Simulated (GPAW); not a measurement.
Wanted: an ASE script for a GPAW 26.7.0 run.

| Item | Value |
| --- | --- |
| Task | single point |
| Functional | PBE |
| Potentials or basis | GPAW PAW data sets (gpaw-data 1.2.1) |
| Cutoff | 600 eV |
| Basis | pw |
| k mesh | 8 × 8 × 8 |
| Occupations | gaussian, width 0.011 eV |
| Spin | no spin polarisation |
| Maxiter | 150 |

The structure of GaP lies in GaP.xyz:

```xyz
2
Lattice="0.0000000000 2.7252500000 2.7252500000 2.7252500000 0.0000000000 2.7252500000 2.7252500000 2.7252500000 0.0000000000" Properties=species:S:1:pos:R:3 pbc="T T T"
Ga     0.0000000000      0.0000000000      0.0000000000
P      4.0878750000      4.0878750000      4.0878750000
```

These files were run (other wordings do the same):

run.py

```python
from ase.dft.bandgap import bandgap
from ase.io import read, write
from ase.units import GPa
from gpaw import GPAW, PW

atoms = read('GaP.xyz')

calc = GPAW(mode=PW(600),
            xc='PBE',
            kpts={'size': (8, 8, 8), 'gamma': True},
            occupations={'name': 'methfessel-paxton', 'order': 0, 'width': 0.011},
            nbands=11,
            convergence={'density': 1e-05, 'energy': 1e-05},
            maxiter=150,
            txt='gpaw.txt')
atoms.calc = calc
energy = atoms.get_potential_energy()
forces = atoms.get_forces()
stress = atoms.get_stress()
calc.write('gs.gpw')
write('result.traj', atoms)
print(f'Energy: {energy:.6f} eV')
print('Forces (eV/A):')
print(forces.round(4))
print('Stress (GPa):', (stress / GPa).round(3))
print('Fermi level:', round(calc.get_fermi_level(), 4), 'eV')
print(f'Gap: {bandgap(calc)[0]:.4f} eV, direct: {bandgap(calc, direct=True)[0]:.4f} eV')
```

Potentials or basis: GPAW PAW data sets (gpaw-data 1.2.1), pw.

The run is started by

```bash
$ OMP_NUM_THREADS=1 python run.py
```

Results of the run:

- Pressure: 4.5 GPa
- Band gap on the k mesh: 1.67 eV, indirect (least direct gap 1.89 eV)

Wall time 10 s on 1 thread of Arm Neoverse V1, on a shared host, peak memory 0.15 GiB.
